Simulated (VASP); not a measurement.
# IrO2 (P4_2/mnm) in VASP: single point with PBE

Aim: the single point of IrO2 with PBE.

All numbers are computed with VASP 6.6.1; they aren't measurements. Logs are shortened: lines on timing, memory, paths and dates and some standing lists are left out, and cuts for length are marked.

### Step 1. The structure

Symmetry: P4_2/mnm, No. 136, tetragonal system. The conventional cell has a = 4.556 Å, b = 4.556 Å, c = 3.186 Å, α = 90.00°, β = 90.00°, γ = 90.00°. Around Ir (site symmetry mmm) lie 6 O at 2.00 Å. O (site symmetry m2m) is surrounded by 3 Ir at 2.00 Å.

### Step 2. Single point, PBE

INCAR

```
SYSTEM = IrO2
PREC = Accurate ; ENCUT = 520
EDIFF = 1E-6 ; ISMEAR = -1
SIGMA = 0.1 ; LREAL = .FALSE.
LASPH = .TRUE. ; NELM = 80
ALGO = Fast ; ISIF = 2
LWAVE = .FALSE. ; LCHARG = .FALSE.
GGA = PE ; NBANDS = 30
```

KPOINTS

```
Automatic mesh
0
G
  8 8 11
  0 0 0
```

POSCAR

```
IrO2
1.0
    4.5555510000      0.0000000000      0.0000000000
    0.0000000000      4.5555510000      0.0000000000
    0.0000000000      0.0000000000      3.1855450000
Ir O
2 4
Direct
    0.0000000000      0.0000000000      0.0000000000
    0.5000000000      0.5000000000      0.5000000000
    0.3110000000      0.3110000000      0.0000000000
    0.1890000000      0.8110000000      0.5000000000
    0.6890000000      0.6890000000      0.0000000000
    0.8110000000      0.1890000000      0.5000000000
```

Potentials or basis: VASP PAW PBE potentials, release 64 (Ir, O).

Command:

```sh
$ cat potpaw_PBE.64/Ir/POTCAR potpaw_PBE.64/O/POTCAR > POTCAR
$ mpirun -np 1 vasp_std > vasp.out
```

OUTCAR:

```text
SYSTEM = IrO2
   PREC = Accurate
   ENCUT = 520
   EDIFF = 1E-6
   ISMEAR = -1
   LREAL = .FALSE.
   LASPH = .TRUE.
   NELM = 80
   ISIF = 2
   GGA = PE

 ion  position               nearest neighbor table
   1  0.000  0.000  0.000-   3 2.00   5 2.00   4 2.00   6 2.00   4 2.00   6 2.00
   2  0.500  0.500  0.500-   4 2.00   6 2.00   5 2.00   3 2.00   3 2.00   5 2.00
   3  0.311  0.311  0.000-   1 2.00   2 2.00   2 2.00
   4  0.189  0.811  0.500-   2 2.00   1 2.00   1 2.00
   5  0.689  0.689  0.000-   1 2.00   2 2.00   2 2.00
   6  0.811  0.189  0.500-   2 2.00   1 2.00   1 2.00

  LATTYP: Found a simple tetragonal cell.
 ALAT       =     4.5555510000
 C/A-ratio  =     0.6992666749

  Lattice vectors:

 A1 = (   4.5555510000,   0.0000000000,   0.0000000000)
 A2 = (   0.0000000000,   4.5555510000,   0.0000000000)
 A3 = (   0.0000000000,   0.0000000000,   3.1855450000)

Analysis of symmetry for initial positions (statically):
=====================================================================
 Subroutine PRICEL returns:
 Original cell was already a primitive cell.

 Routine SETGRP: Setting up the symmetry group for a
 simple tetragonal supercell.

 Subroutine GETGRP returns: Found 16 space group operations
 (whereof  8 operations were pure point group operations)
 out of a pool of 16 trial point group operations.

The static configuration has the point symmetry D_2h.
 The point group associated with its full space group is D_4h.

Analysis of symmetry for dynamics (positions and initial velocities):
=====================================================================
 Subroutine PRICEL returns:
 Original cell was already a primitive cell.

 Routine SETGRP: Setting up the symmetry group for a
 simple tetragonal supercell.

 Subroutine GETGRP returns: Found 16 space group operations
 (whereof  8 operations were pure point group operations)
 out of a pool of 16 trial point group operations.

The dynamic configuration has the point symmetry D_2h.
 The point group associated with its full space group is D_4h.

 Subroutine INISYM returns: Found 16 space group operations
 (whereof  8 operations are pure point group operations),
 and found     1 'primitive' translations

----------------------------------------------------------------------------------------

                                     Primitive cell

  volume of cell :      66.1098
[... 99 lines left out ...]
   EDIFFG = 0.1E-04   stopping-criterion for IOM
   NSW    =      0    number of steps for IOM
   IBRION =     -1    ionic relax: 0-MD 1-quasi-New 2-CG
   NFREE  =      0    steps in history (QN), initial steepest desc. (CG)
   ISIF   =      2    stress and relaxation
   ISYM   =      2    0-nonsym 1-usesym 2-fastsym
   POTIM  = 0.5000    time-step for ionic-motion
   TEBEG  =    0.0;   TEEND  =   0.0 temperature during run
   PSTRESS=    0.0 pullay stress
   NELECT =      42.0000    total number of electrons
   NUPDOWN=      -1.0000    fix difference up-down
   EMIN   =  10.00;   EMAX   =-10.00  energy-range for DOS
   EFERMI =   0.00;   METHOD = LEGACY
   ISMEAR =    -1;   SIGMA  =   0.10  broadening in eV -4-tet -1-fermi 0-gaus
   EFERMI_NEDOS =   21; number of points for ismear=-14 and -15
   IALGO  =     68    algorithm
   IMIX   =      4    mixing-type and parameters
     AMIX     =   0.40;   BMIX     =  1.00
     AMIX_MAG =   1.60;   BMIX_MAG =  1.00
  volume/ion in A,a.u.               =      11.02        74.36
  Fermi-wavevector in a.u.,A,eV,Ry     =   1.407352  2.659510 26.948239  1.980640
  Thomas-Fermi vector in A             =   2.529620
   LORBIT       =      0    0 simple, 1 ext, 2 COOP (PROOUT), +10 PAW based schemes
   GGA     = PE    functional components
   LHFCALC =     F    Hartree Fock is set to
   AEXX    =    0.0000 exact exchange contribution
   IVDW    =     0    specifies the selected vdW correction
   LEPSILON=     F    determine dielectric tensor
   LRPA    =     F    only Hartree local field effects (RPA)
 non-spin polarized calculation
 RMM-DIIS sequential band-by-band and
  energy-cutoff  :      520.00
  volume of cell :       66.11
 maximum number of plane-waves:      1799
 NGX is ok and might be reduce to    36
   NGX = 17   NGY = 17   NGZ = 11

 number of electron      41.9999996 magnetization

 Free energy of the ion-electron system (eV)
  ---------------------------------------------------
  ext. energy  EPLUGINS =         0.00000000
  ---------------------------------------------------
  free energy    TOTEN  =       -42.29644367 eV

  energy without entropy =      -42.19617002  energy(sigma->0) =      -42.24630685

 E-fermi :   5.7278     XC(G=0): -11.8178

 val. band max:        5.7265422905   @ k =   0.5000   0.2500   0.0000
 cond. band min:       5.7322096824   @ k =   0.5000   0.2500   0.3636
 fundamental gap:      0.0056673919
 Fermi energy:         5.7278469685

 k-point     1 :       0.0000    0.0000    0.0000
  band No.  band energies     occupation
      1     -15.2003      2.00000
      2     -14.0685      2.00000
      3     -13.0338      2.00000
      4     -13.0338      2.00000
      5      -3.7665      2.00000
      6      -3.5171      2.00000
[... 781 lines left out ...]
     29      15.7183      0.00000
     30      15.7183      0.00000

 [... further k-points ...]

------------------------ aborting loop because EDIFF is reached ----------------------------------------

  FORCE on cell =-STRESS in cart. coord.  units (eV):
  Direction    XX          YY          ZZ          XY          YZ          ZX
  --------------------------------------------------------------------------------------
  -------------------------------------------------------------------------------------
  Total       -0.8560628     -0.8560628      0.9902901     -0.0000000      0.0000000      0.0000000
  in kB      -20.7467769    -20.7467769     23.9997892     -0.0000000      0.0000000      0.0000000
  external PRESSURE =      -5.8312549 kB  Pullay stress =       0.0000000 kB

 VOLUME and BASIS-vectors are now :
 -----------------------------------------------------------------------------
  energy-cutoff  :      520.00
  volume of cell :       66.11
      direct lattice vectors                 reciprocal lattice vectors
     4.555551000  0.000000000  0.000000000     0.219512415  0.000000000  0.000000000
     0.000000000  4.555551000  0.000000000     0.000000000  0.219512415  0.000000000
     0.000000000  0.000000000  3.185545000     0.000000000  0.000000000  0.313918027

 POSITION                                       TOTAL-FORCE (eV/Angst)
 -----------------------------------------------------------------------------------
      0.00000      0.00000      0.00000         0.000000     -0.000000      0.000000
      2.27778      2.27778      1.59277         0.000000     -0.000000      0.000000
      1.41678      1.41678      0.00000        -0.365013     -0.365013     -0.000000
      0.86100      3.69455      1.59277         0.365013     -0.365013     -0.000000
      3.13877      3.13877      0.00000         0.365013      0.365013      0.000000
      3.69455      0.86100      1.59277        -0.365013      0.365013      0.000000
 -----------------------------------------------------------------------------------
    total drift:                                0.000000      0.000000     -0.000000

  FREE ENERGIE OF THE ION-ELECTRON SYSTEM (eV)
  ---------------------------------------------------
  free  energy   TOTEN  =       -42.2964436747 eV

  energy  without entropy=      -42.1961700229  energy(sigma->0) =      -42.24630685
```

OSZICAR:

```text
N       E                     dE             d eps       ncg     rms          rms(c)
DAV:   1     0.434062326592E+03    0.43406E+03   -0.21046E+04  5400   0.139E+03
DAV:   2    -0.762659783445E+01   -0.44169E+03   -0.41784E+03  5472   0.393E+02
DAV:   3    -0.490694182021E+02   -0.41443E+02   -0.39694E+02  6538   0.132E+02
DAV:   4    -0.503041524101E+02   -0.12347E+01   -0.12280E+01  6416   0.249E+01
DAV:   5    -0.503303695441E+02   -0.26217E-01   -0.26201E-01  6598   0.339E+00    0.448E+01
RMM:   6    -0.427962084352E+02    0.75342E+01   -0.23541E+01  5527   0.300E+01    0.256E+01
RMM:   7    -0.422958124092E+02    0.50040E+00   -0.26004E+00  5532   0.146E+01    0.111E+01
RMM:   8    -0.422837586412E+02    0.12054E-01   -0.80632E-01  6285   0.422E+00    0.380E+00
RMM:   9    -0.422909789757E+02   -0.72203E-02   -0.12715E-01  6083   0.253E+00    0.535E-01
RMM:  10    -0.422963918829E+02   -0.54129E-02   -0.61480E-02  6690   0.108E+00    0.451E-01
RMM:  11    -0.422961967976E+02    0.19509E-03   -0.80633E-03  5982   0.711E-01    0.983E-02
RMM:  12    -0.422964190646E+02   -0.22227E-03   -0.32870E-03  6949   0.278E-01    0.464E-02
RMM:  13    -0.422964410781E+02   -0.22013E-04   -0.23631E-04  6583   0.778E-02    0.457E-02
RMM:  14    -0.422964478800E+02   -0.68019E-05   -0.38736E-05  6558   0.334E-02    0.394E-02
RMM:  15    -0.422964438315E+02    0.40485E-05   -0.12947E-05  5867   0.256E-02    0.413E-02
RMM:  16    -0.422964436747E+02    0.15683E-06   -0.36258E-06  4667   0.898E-03
   1 F= -.42296444E+02 E0= -.42246307E+02  d E =-.100274E+00
```

stdout:

```text
POSCAR found type information on POSCAR IrO
 POSCAR found :  2 types and       6 ions
 scaLAPACK will be used
 LDA part: xc-table for (Slater+PW92), standard interpolation
 POSCAR, INCAR and KPOINTS ok, starting setup
 FFT: planning ... GRIDC
 FFT: planning ... GRID_SOFT
 FFT: planning ... GRID
 WAVECAR not read
 entering main loop
```

Wall time 81 s (1 thread of Intel Xeon 6975P-C (Granite Rapids), shared host); peak memory 0.27 GiB.

Results:

- Free energy: -42.2964 eV
- Pressure: -0.6 GPa
- Largest force: 0.516 eV/Å
- Band gap on the k mesh: none (metal or under the smearing width)

Forces in eV/Å, atoms in the order of the input:
```
Ir   0.000  0.000  0.000
Ir   0.000  0.000  0.000
O   -0.365 -0.365  0.000
O    0.365 -0.365  0.000
O    0.365  0.365  0.000
O   -0.365  0.365  0.000
```

Stress tensor (GPa, compression positive):
```
-2.07  0.00  0.00
 0.00 -2.07  0.00
 0.00  0.00  2.40
```
